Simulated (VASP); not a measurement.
A run of VASP 6.6.1 is set up as follows.

File INCAR:

```
  AGGAC = 0.0
  ALGO = Normal
  EDIFF = 1E-6
  EDIFFG = -0.01
  ENCUT = 600
  GGA = MK
  IBRION = 2
  ISIF = 3
  ISMEAR = -1
  LASPH = T
  LCHARG = F
  LREAL = F
  LUSE_VDW = T
  LWAVE = F
  NELM = 100
  NSW = 40
  PARAM1 = 0.1234
  PARAM2 = 0.711357
  PREC = Accurate
  SIGMA = 0.05
  ZAB_VDW = -1.8867
```

Contents of KPOINTS:

```
k-points
0
Gamma
  12 12 4
```

Contents of POSCAR:

```
C
1.0
    2.5221000000      0.0000000000      0.0000000000
   -1.2610500000      2.1842026709      0.0000000000
    0.0000000000      0.0000000000      8.2371000000
C
8
Direct
    0.6666666667      0.3333333333      0.8437500000
    0.3333333333      0.6666666667      0.3437500000
    0.6666666667      0.3333333333      0.6562500000
    0.3333333333      0.6666666667      0.1562500000
    0.0000000000      0.0000000000      0.9062500000
    0.0000000000      0.0000000000      0.4062500000
    0.0000000000      0.0000000000      0.5937500000
    0.0000000000      0.0000000000      0.0937500000
```

Potentials or basis: VASP PAW PBE potentials, release 64 (C).

The run is started by

```console
$ cat potpaw_PBE.64/C/POTCAR > POTCAR
$ mpirun -np 1 vasp_std > vasp.out
```

Task: Estimate the relaxed volume.

Result: 5.68 Å³/atom.

Task: Predict the band gap on the k mesh.

Result: 4.59 eV, indirect (least direct gap 5.34 eV).

Task: Predict the space group after relaxing (to 0.05 Å).

Result: P6_3/mmc (No. 194).

Final structure:
```cif
data_structure
_symmetry_space_group_name_H-M 'P 1'
_symmetry_Int_Tables_number 1
_cell_length_a 2.5144
_cell_length_b 2.5144
_cell_length_c 8.2948
_cell_angle_alpha 90.000
_cell_angle_beta 90.000
_cell_angle_gamma 120.000
_cell_volume 45.42
loop_
_atom_site_label
_atom_site_type_symbol
_atom_site_fract_x
_atom_site_fract_y
_atom_site_fract_z
_atom_site_occupancy
C1 C 0.66667 0.33333 0.84446 1
C2 C 0.33333 0.66667 0.34446 1
C3 C 0.66667 0.33333 0.65554 1
C4 C 0.33333 0.66667 0.15554 1
C5 C 0.00000 0.00000 0.90705 1
C6 C 0.00000 0.00000 0.40705 1
C7 C 0.00000 0.00000 0.59295 1
C8 C 0.00000 0.00000 0.09295 1
```

Caveat: the PAW data sets were made with another functional, which shifts forces and pressure a little. A k mesh can miss the band edges.
